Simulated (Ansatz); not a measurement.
# AlCo (Pm-3m): modes against uniaxial strain along [001], part 2 of 2

Aim: how do the optical modes of AlCo (Pm-3m) shift and split under this strain?

Ansatz 0.2.0; DFT PBEsol, scalar-relativistic, plane waves, PAW; PAW set soft_1.

So far. Step 3 (Tight relaxation): The forces vanish by symmetry and the pressure is 0.001 GPa, within the tolerances set. The cell now holds 11.24 Å³/atom.

## Step 4: Modes at rest

Phonons follow from the second derivative of the energy, found here by linear response.

The modes at rest are the reference of the series.

Input file input.yaml:

```yaml
crystal:
  lattice:
    - [2.8222089274, 0.0, 0.0]
    - [0.0, 2.8222089274, 0.0]
    - [0.0, 0.0, 2.8222089274]
  atoms:
    - { symbol: Al, position: [0.0, 0.0, 0.0] }
    - { symbol: Co, position: [0.5, 0.5, 0.5] }
kpoints:
  mp_grid: { grid: [16, 16, 16] }
hamiltonian:
  xc: pbesol
  pseudopotentials: { kind: paw, azcp: { folder: soft_1 }, xc_functional: pbe }
scf:
  occupations: { method: methfessel_paxton, width: 0.2 }
output:
  eigenvalues: true
phonons:
  method: dfpt
```

Launch:

```bash
$ ansatz run input.yaml --threads 4 --pin off --max-ram 10240MiB --backend cpu --events-out ev --progress --plain --runs-dir out
```

Numbers of over 12 decimals in the logs are rounded to 6 here.

What it wrote:

```text
[...]
Crystal: 2 atoms, lattice volume = 22.479 Å³
Basis set: ecut = 420 eV, 461 PW (Γ), exchange–correlation on 40×40×40 points (8 copies of the dense FFT grid, shifted against one another)
Bands: 14, of which v1, the nominal top of the filled ones, is band 10 counted from 1 (9 counted from 0)
Symmetry: 48 space group operations
k-points: 405 of 4096 (irreducible under 8 space group operations, time reversal used)
[...]
SCF iter   1: F=—  HF=-5618.992145 eV  |F-HF|=—  |Δ(HF+E_count)|=         —  Δρ=7.01e-2  dr2=9.44e-1  ethr=3.10e-3  ⟨swp⟩=4.1  Hψ=25778  notcnv=0
[...]
SCF iter   9: F=-5618.777913 eV  HF=-5618.777913 eV  |F-HF|=9.09e-13  |Δ(HF+E_count)|=  2.46e-11  S|Δr|=    0.00e0  Δρ=4.65e-8  dr2=4.31e-13  ethr=1.00e-12  ⟨swp⟩=5.1  Hψ=23063  notcnv=0
SCF 1 converged in 9 iterations: F = -5618.777913 eV  dr2 = 4.31e-13
[...]
DFPT response loops at Γ: preconditioner auto → Kerker (q_TF=auto, 2.676 Å⁻¹) (partly filled bands, converged f_vac=0.000); β = 1.00, the filter's whole step (`scf.mixing.beta` (0.50) is not read by the response loops under this deck's `scf.mixing.preconditioner`; to damp them name `kerker` or `kerker_dos`, under which they read `scf.mixing.beta`, and type it under 1.00, their step now; both keys bind the ground state too); Broyden in place of MSR1
SCF converged after 9 iterations
[...]
Free energy (F): -5618.777913 eV
[...]
Internal energy: -5618.779781 eV  (E = F + TS)
E sigma→0 (E₀):  -5618.778380 eV
Entropy (-TS):   0.001868 eV (0.934 meV/atom)
Fermi energy:    14.862562 eV
[...]
--- Band table (eV; the first three rows and the last of 405) ---
  k-point 0: bands = [... 6 lower, 11.7182, 14.0017, 14.0017, 14.0017, 20.9375, 20.9375, 20.9375, 23.6916]
  k-point 1: bands = [... 6 lower, 11.7398, 13.9592, 13.9592, 14.0062, 20.1818, 21.0437, 21.0437, 23.6788]
  k-point 2: bands = [... 6 lower, 11.8020, 13.8425, 13.8425, 14.0191, 18.8392, 21.3520, 21.3520, 23.6409]
  k-point 404: bands = [... 6 lower, 10.7726, 14.6327, 14.6327, 17.1846, 17.1846, 17.1846, 19.2535, 20.3869]
--- Phonons (Γ-DFPT): 2 representative perturbations + reference, on 405 of 4096 k-points (Σ response iterations 6) ---
  k mesh reduced under 8 symmetry operations, with k and −k counted as one. Each operation leaves every solved perturbation unchanged. A smaller set is not used because it would not reduce the number of displacements times k-points to solve
  ASR residual: 2.139e-5 → 0.000e0 eV/Å²; symmetrization residual: 2.032e-6 eV/Å²
  ASR residual per site (eV/Å²): 1.52e-6 2.14e-5
  Γ frequencies (cm⁻¹): 0.00 0.00 0.00 339.92 339.92 339.92
  non-analytic LO–TO correction: not included (Born effective charges unavailable; polar crystals: no LO–TO splitting at Γ)
```

The job ended after 8.8 s (4 threads of Arm Neoverse V1, shared host; peak memory 0.66 GiB; 32 s of CPU time).

In the SCF lines HF is the Harris–Foulkes energy and dr2 the Hartree energy of the density residual, in eV; the loop may stop once dr2 is under the threshold and the program's other checks hold. Hψ counts applications of the Hamiltonian.

This step gave:

```yaml
sum_rule_residual_before_enforcement: 2.14e-5 eV/Å²
point_group: m-3m
highest_optical_mode_at_the_zone_centre_no_lo_to_term: 339.9 cm⁻¹
lowest_optical_zone_centre_mode: 339.9 cm⁻¹
```

Patterns of degenerate modes are one choice out of their space. The modes at Γ (shares of kinetic energy by element, %):

| mode | frequency (cm⁻¹) | symmetry | Al % | Co % |
| --- | --- | --- | --- | --- |
| 1 | 0.0 | acoustic | 31 | 69 |
| 2 | 0.0 | acoustic | 31 | 69 |
| 3 | 0.0 | acoustic | 31 | 69 |
| 4 | 339.9 | T1u | 69 | 31 |
| 5 | 339.9 | T1u | 69 | 31 |
| 6 | 339.9 | T1u | 69 | 31 |

Displacements in mode 6 (339.9 cm⁻¹), the largest set to 1:
```
Al1  0.00  1.00  0.00
Co2  0.00 -0.46  0.00
```

Before it was imposed, the acoustic sum rule was missed by 2.1e-5 eV/Å². Small misses are needed for a sound result but don't prove that mesh and cutoff are converged. The lowest optical mode is real, 340 cm⁻¹.

## Step 5: A member of the series: uniaxial strain of +4 % along [001]

The cell takes a uniaxial strain of +4 % along [001]. The strained length and the angles are held, while the rest of the cell and the atoms relax.

input.yaml, the sections that differ from step 4:

```yaml
crystal:
  lattice:
    - [2.795042978, 0.0, 0.0]
    - [0.0, 2.795042978, 0.0]
    - [0.0, 0.0, 2.9350972846]
  atoms:
    - { symbol: Al, position: [0.0, 0.0, 0.0] }
    - { symbol: Co, position: [0.5, 0.5, 0.5] }
output:
  forces: true
  stress: true
  eigenvalues: true
relax:
  adjacent_minimum: "off"
  f_tol: 0.001
  max_steps: 60
  cell: { stress_tol: 0.01, fix: [c, angles] }
# kpoints, hamiltonian, scf: as in step 4
# phonons: removed
```

What it wrote:

```text
[...]
Crystal: 2 atoms, lattice volume = 22.930 Å³
Basis set: ecut = 420 eV, 461 PW (Γ), exchange–correlation on 40×40×40 points (8 copies of the dense FFT grid, shifted against one another)
Bands: 14, of which v1, the nominal top of the filled ones, is band 10 counted from 1 (9 counted from 0)
Symmetry: 16 space group operations
[...]
k-points: 405 of 4096
[...]
k-point 404: bands = [... 6 lower, 10.6138, 14.3176, 14.5064, 16.8365, 17.0218, 17.0218, 18.8987, 19.8768]
--- Relaxed structure (3 steps of the walk, 3 accepted, 1 SCFs on fresh bases) ---
[...]
cell:  # Å, volume = 22.7850 Å³
    - [2.786209, 0, 0.0]
    - [0, 2.786209, 0.0]
    - [0.0, 0.0, 2.9350972846]
  atoms:
    - { symbol: Al, position: [0, 0, 0.0] }
    - { symbol: Co, position: [0.5, 0.5, 0.5] }
[key lines of the parts left out:]
SCF converged after 6 iterations
Free energy (F): -5618.758730 eV
Fermi energy:    14.535996 eV
P = ⅓ Tr σ = -2.1553 GPa (-21.553 kbar)
```

Run time: 8.7 s. Hardware: 4 threads; peak memory 0.43 GiB; 32 s of CPU time.

The steps of the relaxation:

| step | energy less that of the first step (eV) | largest force component (eV/Å) | pressure (GPa) | volume (Å³) |
| --- | --- | --- | --- | --- |
| 1 | 0.0000 | 0.0000 | -3.34 | 22.93 |
| 2 | -0.0005 | 0.0000 | -2.64 | 22.84 |
| 3 | -0.0007 | 0.0000 | -2.15 | 22.79 |
| 4* | -0.0006 | 0.0000 | -2.16 | 22.79 |

Relaxation steps marked * repeat the geometry before them on a plane-wave basis chosen anew for their cell, so energy and pressure can jump there.

The run keeps the 16 symmetry operations that it works with, so distortions that break them were not tested.

| conventional cell, symmetrised | before | after | change |
| --- | --- | --- | --- |
| a (Å) | 2.795 | 2.786 | -0.3 % |
| b (Å) | 2.795 | 2.786 | -0.3 % |
| c (Å) | 2.935 | 2.935 | +0.0 % |
| volume (Å³/atom) | 11.46 | 11.39 | -0.6 % |

The relaxed structure:

```xyz
2
Lattice="2.7862 0.0000 0.0000 0.0000 2.7862 0.0000 0.0000 0.0000 2.9351" Properties=species:S:1:pos:R:3 pbc="T T T"
Al    0.0000    0.0000    0.0000
Co    1.3931    1.3931    1.4675
```

Numbers from this step:

```yaml
pressure: -2.155 GPa
volume_per_atom: 11.39 Å³
```

The forces vanish by symmetry.

The cell shrank by 0.6 % in volume.

## Step 6: Zone-centre modes of the member: uniaxial strain of +4 % along [001]

The zone-centre modes follow for uniaxial strain of +4 % along [001].

input.yaml, the sections that differ from step 5:

```yaml
crystal:
  lattice:
    - [2.7862089234, 0.0, 0.0]
    - [0.0, 2.7862089234, 0.0]
    - [0.0, 0.0, 2.9350972846]
  atoms:
    - { symbol: Al, position: [0.0, 0.0, 0.0] }
    - { symbol: Co, position: [0.5, 0.5, 0.5] }
output:
  eigenvalues: true
phonons:
  method: dfpt
# kpoints, hamiltonian, scf: as in step 5
# relax: removed
```

What it wrote:

```text
zone centre: on kpoints.mp_grid the ground state, and the responses unless they are solved on pairs of k-points, stand on 729 of the mesh's 4096 k-points, reduced under 8 symmetry operations, with k and −k counted as one. Each operation leaves every solved displacement unchanged or reverses it
[...]
Crystal: 2 atoms, lattice volume = 22.785 Å³
Basis set: ecut = 420 eV, 461 PW (Γ), exchange–correlation on 40×40×40 points (8 copies of the dense FFT grid, shifted against one another)
Bands: 14, of which v1, the nominal top of the filled ones, is band 10 counted from 1 (9 counted from 0)
Symmetry: 16 space group operations
k-points: 729 of 4096 (irreducible under 8 space group operations)
[...]
SCF iter   1: F=—  HF=-5618.983212 eV  |F-HF|=—  |Δ(HF+E_count)|=         —  Δρ=7.29e-2  dr2=1.05e0  ethr=3.10e-3  ⟨swp⟩=4.0  Hψ=46386  notcnv=0
[...]
SCF iter   9: F=-5618.758730 eV  HF=-5618.758730 eV  |F-HF|=9.09e-13  |Δ(HF+E_count)|=  2.73e-12  S|Δr|=    0.00e0  Δρ=1.24e-7  dr2=2.45e-12  ethr=1.00e-12  ⟨swp⟩=5.1  Hψ=41858  notcnv=0
SCF 1 converged in 9 iterations: F = -5618.758730 eV  dr2 = 2.45e-12
[...]
SCF converged after 9 iterations
[...]
Free energy (F): -5618.758730 eV
[...]
Internal energy: -5618.757367 eV  (E = F + TS)
E sigma→0 (E₀):  -5618.758389 eV
Entropy (-TS):   -0.001362 eV (-0.681 meV/atom)
Fermi energy:    14.535997 eV
[...]
--- Band table (eV; the first three rows and the last of 729) ---
  k-point 0: bands = [... 6 lower, 11.5905, 13.7376, 13.7376, 13.9223, 19.3959, 21.2777, 21.2777, 23.1218]
  k-point 1: bands = [... 6 lower, 11.6083, 13.7048, 13.7048, 13.9255, 18.8190, 21.3734, 21.3734, 23.5509]
  k-point 2: bands = [... 6 lower, 11.6597, 13.6140, 13.6140, 13.9347, 17.6852, 21.6532, 21.6532, 23.5000]
  k-point 728: bands = [... 6 lower, 10.6138, 14.3176, 14.5064, 16.8365, 17.0218, 17.0218, 18.8987, 19.8769]
[...]
ASR residual: 4.185e-5 → 0.000e0 eV/Å²; symmetrization residual: 1.741e-6 eV/Å²
  ASR residual per site (eV/Å²): 1.21e-5 4.19e-5
  Γ frequencies (cm⁻¹): 0.00 0.00 0.00 328.93 328.93 332.81
[...]
```

Elapsed: 24 s, on 4 threads; peak memory 0.95 GiB; 88 s of CPU time.

Numbers from this step:

- sum-rule residual before enforcement: 4.19e-5 eV/Å²
- point group: 4/mmm
- highest optical mode at the zone centre (no LO-TO term): 332.8 cm⁻¹
- lowest optical zone-centre mode: 328.9 cm⁻¹

Patterns of degenerate modes are one choice out of their space. Modes at Γ, with each element's share of the kinetic energy:

| mode | frequency (cm⁻¹) | symmetry | Al % | Co % |
| --- | --- | --- | --- | --- |
| 1 | 0.0 | acoustic | 31 | 69 |
| 2 | 0.0 | acoustic | 31 | 69 |
| 3 | 0.0 | acoustic | 31 | 69 |
| 4 | 328.9 | Eu | 69 | 31 |
| 5 | 328.9 | Eu | 69 | 31 |
| 6 | 332.8 | A2u | 69 | 31 |

The lowest optical mode is real, 329 cm⁻¹, and the highest lies at 332.8 cm⁻¹.

For the highest optical mode at the zone centre (no LO-TO term), step 4 gave 340 cm⁻¹; this run, with strain 4 %, gives 333 cm⁻¹ (-2 %).

## Step 7: Relaxation of a member: uniaxial strain of -4 % along [001]

The cell takes a uniaxial strain of -4 % along [001]. The strained length and the angles are held, while the rest of the cell and the atoms relax.

input.yaml, the sections that differ from step 6:

```yaml
crystal:
  lattice:
    - [2.8469596191, 0.0, 0.0]
    - [0.0, 2.8469596191, 0.0]
    - [0.0, 0.0, 2.7093205703]
  atoms:
    - { symbol: Al, position: [0.0, 0.0, 0.0] }
    - { symbol: Co, position: [0.5, 0.5, 0.5] }
output:
  forces: true
  stress: true
  eigenvalues: true
relax:
  adjacent_minimum: "off"
  f_tol: 0.001
  max_steps: 60
  cell: { stress_tol: 0.01, fix: [c, angles] }
# kpoints, hamiltonian, scf: as in step 6
# phonons: removed
```

What it wrote:

```text
[...]
Crystal: 2 atoms, lattice volume = 21.960 Å³
Basis set: ecut = 420 eV, 429 PW (Γ), exchange–correlation on 40×40×40 points (8 copies of the dense FFT grid, shifted against one another)
Bands: 14, of which v1, the nominal top of the filled ones, is band 10 counted from 1 (9 counted from 0)
Symmetry: 16 space group operations
[...]
k-points: 405 of 4096
[...]
k-point 404: bands = [... 6 lower, 11.0150, 14.8464, 15.0600, 17.4424, 17.4424, 17.6553, 19.7453, 20.3850]
--- Relaxed structure (3 steps of the walk, 3 accepted, 1 SCFs on fresh bases) ---
[...]
cell:  # Å, volume = 22.0877 Å³
    - [2.855259, 0, 0]
    - [0, 2.855259, 0]
    - [0, 0, 2.7093205703]
  atoms:
    - { symbol: Al, position: [0, 0, 0] }
    - { symbol: Co, position: [0.5, 0.5, 0.500000] }
[key lines of the parts left out:]
SCF converged after 5 iterations
Free energy (F): -5618.746148 eV
Fermi energy:    15.125031 eV
P = ⅓ Tr σ = 3.9951 GPa (39.951 kbar)
```

The job ended after 8.1 s (4 threads; peak memory 0.43 GiB).

The steps of the relaxation:

| step | energy less that of the first step (eV) | largest force component (eV/Å) | pressure (GPa) | volume (Å³) |
| --- | --- | --- | --- | --- |
| 1 | 0.0000 | 0.0000 | 5.18 | 21.96 |
| 2 | -0.0004 | 0.0000 | 4.53 | 22.03 |
| 3 | -0.0005 | 0.0000 | 3.99 | 22.09 |
| 4* | -0.0005 | 0.0000 | 4.00 | 22.09 |

Relaxation steps marked * repeat the geometry before them on a plane-wave basis chosen anew for their cell, so energy and pressure can jump there.

The run keeps the 16 symmetry operations that it works with, so distortions that break them were not tested.

| conventional cell, symmetrised | before | after | change |
| --- | --- | --- | --- |
| a (Å) | 2.847 | 2.855 | +0.3 % |
| b (Å) | 2.847 | 2.855 | +0.3 % |
| c (Å) | 2.709 | 2.709 | -0.0 % |
| volume (Å³/atom) | 10.98 | 11.04 | +0.6 % |

The relaxed structure:

```
Al Co
1.0
     2.85526    0.00000    0.00000
     0.00000    2.85526    0.00000
     0.00000    0.00000    2.70932
Al Co
1 1
Direct
  0.00000 0.00000 0.00000
  0.50000 0.50000 0.50000
```

This step gave:

```yaml
pressure: 3.995 GPa
volume_per_atom: 11.04 Å³
```

The forces vanish by symmetry.

The cell grew by 0.6 % in volume.

## Step 8: Zone-centre modes of the member: uniaxial strain of -4 % along [001]

The zone-centre modes follow for uniaxial strain of -4 % along [001].

input.yaml, the sections that differ from step 7:

```yaml
crystal:
  lattice:
    - [2.8552587369, 0.0, 0.0]
    - [0.0, 2.8552587369, 0.0]
    - [0.0, 0.0, 2.7093205703]
  atoms:
    - { symbol: Al, position: [0.0, 0.0, 0.0] }
    - { symbol: Co, position: [0.5, 0.5, 0.5] }
output:
  eigenvalues: true
phonons:
  method: dfpt
# kpoints, hamiltonian, scf: as in step 7
# relax: removed
```

What it wrote:

```text
[...]
Crystal: 2 atoms, lattice volume = 22.088 Å³
Basis set: ecut = 420 eV, 429 PW (Γ), exchange–correlation on 40×40×40 points (8 copies of the dense FFT grid, shifted against one another)
Bands: 14, of which v1, the nominal top of the filled ones, is band 10 counted from 1 (9 counted from 0)
Symmetry: 16 space group operations
k-points: 729 of 4096 (irreducible under 8 space group operations)
[...]
k-point 2: bands = [... 6 lower, 12.0120, 14.1777, 14.1825, 14.1825, 20.1078, 21.1504, 21.1504, 23.8590]
  k-point 728: bands = [... 6 lower, 11.0150, 14.8464, 15.0600, 17.4424, 17.4424, 17.6553, 19.7453, 20.3850]
[...]
ASR residual: 6.968e-5 → 0.000e0 eV/Å²; symmetrization residual: 1.510e-6 eV/Å²
  ASR residual per site (eV/Å²): 1.58e-5 6.97e-5
  Γ frequencies (cm⁻¹): 0.00 0.00 0.00 348.25 349.73 349.73
[...]
[key lines of the parts left out:]
SCF converged after 9 iterations
Free energy (F): -5618.746148 eV
Fermi energy:    15.125032 eV
```

Wall time 24 s (4 threads); peak memory 0.93 GiB.

Numbers from this step:

| Property | Result |
| --- | --- |
| sum-rule residual before enforcement | 6.97e-5 eV/Å² |
| highest optical mode at the zone centre (no LO-TO term) | 349.7 cm⁻¹ |
| lowest optical zone-centre mode | 348.2 cm⁻¹ |

Patterns of degenerate modes are one choice out of their space. Modes at Γ, with each element's share of the kinetic energy:

| mode | frequency (cm⁻¹) | symmetry | Al % | Co % |
| --- | --- | --- | --- | --- |
| 1 | 0.0 | acoustic | 31 | 69 |
| 2 | 0.0 | acoustic | 31 | 69 |
| 3 | 0.0 | acoustic | 31 | 69 |
| 4 | 348.2 | A2u | 69 | 31 |
| 5 | 349.7 | Eu | 69 | 31 |
| 6 | 349.7 | Eu | 69 | 31 |

The lowest optical mode is real, 348 cm⁻¹, and the highest lies at 349.7 cm⁻¹.

For the highest optical mode at the zone centre (no LO-TO term), step 4 gave 340 cm⁻¹; this run, with strain -4 %, gives 350 cm⁻¹ (+3 %).

## Step 9: All members side by side

The members are set side by side, also those not shown above.

Stress is positive in compression; energies are extrapolated to zero smearing, and E0 is that at rest; the edges not held and the atoms are relaxed in each cell; all runs use 16×16×16 k points and Methfessel-Paxton smearing of 0.2 eV. State of the crystal along the series:

| strain (%) | stress along the axis (GPa) | free strain along [100] (%) | free strain along [010] (%) | E - E0 (meV/atom) |
| --- | --- | --- | --- | --- |
| -4 | 11.97 | 1.171 | 1.171 | 16.27 |
| -3 | 8.558 | 0.877 | 0.877 | 8.854 |
| -2 | 5.389 | 0.587 | 0.587 | 3.794 |
| -1 | 2.479 | 0.2987 | 0.2987 | 0.899 |
| 0 | 5.47e-4 | 0 | 0 | 0 |
| 1 | -1.938 | -0.3211 | -0.3211 | 0.7675 |
| 2 | -3.571 | -0.6448 | -0.6448 | 2.831 |
| 3 | -5.071 | -0.9626 | -0.9626 | 5.955 |
| 4 | -6.478 | -1.276 | -1.276 | 9.996 |

Optical modes are counted from below at rest and tracked from member to member by their patterns, and modes that stay within 0.3 cm⁻¹ of each other stand once; labels, where given, are those at rest; the edges not held and the atoms are relaxed in each cell; all runs use 16×16×16 k points and Methfessel-Paxton smearing of 0.2 eV. Optical modes along the series:

| strain (%) | optical mode 1 T1u, doublet (cm⁻¹) | optical mode 2 T1u, singlet (cm⁻¹) |
| --- | --- | --- |
| -4 | 349.7 | 348.2 |
| -3 | 347.4 | 346.3 |
| -2 | 345 | 344.2 |
| -1 | 342.5 | 342 |
| 0 | 339.9 | 339.9 |
| 1 | 337.4 | 338.2 |
| 2 | 334.7 | 336.6 |
| 3 | 331.9 | 334.8 |
| 4 | 328.9 | 332.8 |

Value and slope at zero strain of a cubic (a lower polynomial where under five rows exist) through the rows within 2 % of rest. Slopes at rest:

| mode | frequency (cm⁻¹) | shift per percent of strain (cm⁻¹) | shift per GPa of compressive stress (cm⁻¹) |
| --- | --- | --- | --- |
| optical mode 1 T1u, doublet | 339.9 | -2.52 | 1.15 |
| optical mode 2 T1u, singlet | 340 | -1.86 | 0.85 |

## Step 10: Outcome

```yaml
members: 9
highest_optical_mode_at_the_zone_centre_no_lo_to_term_at_rest: 339.9 cm⁻¹
young_s_modulus_along_001: 220 GPa
optical_mode_1_t1u_doublet_shift_per_percent: -2.52 cm⁻¹
optical_mode_2_t1u_singlet_shift_per_percent: -1.86 cm⁻¹
```

The stress changes by 2.20 GPa for each percent, a Young’s modulus of 220 GPa along [001]. For each percent the free edge responds with -0.31 %. The strain lowers the symmetry: the level at 339.9 cm⁻¹ splits, into 349.7 and 348.2 cm⁻¹ at -4 %. The fastest shift in the table of slopes is -2.5 cm⁻¹ for each percent (optical mode 1 T1u, doublet), or 1.1 cm⁻¹ for each GPa of compressive stress. For small strain, the measured shift of a line that Raman or infrared light can see, divided by its slope, estimates the stress, if the state of stress is of this kind. These are harmonic frequencies at zero temperature: anharmonic shifts, linewidths and thermal expansion are left out. With no gap, or one that is small against the smearing, the frequencies hang on the k mesh and the smearing, most of all near Kohn anomalies. The runs are without spin polarisation, although Co often carries a moment. The PAW files were made for PBE; the program adapts parts of them to the functional of the run, but their partial waves stay those of PBE, an approximation that was not tested in this session. Only the zone centre was solved, so an instability at another wavevector cannot show here.

[Logs are printed without paths, hosts, clocks, repeated set-up lines and the standing remarks that a program may print on its own settings, such as how far it seeks lower states.]

[Hosts, paths, dates, database ids (printed as entryN), source tags and the programs' standing remarks are cut or masked in the printed files.]
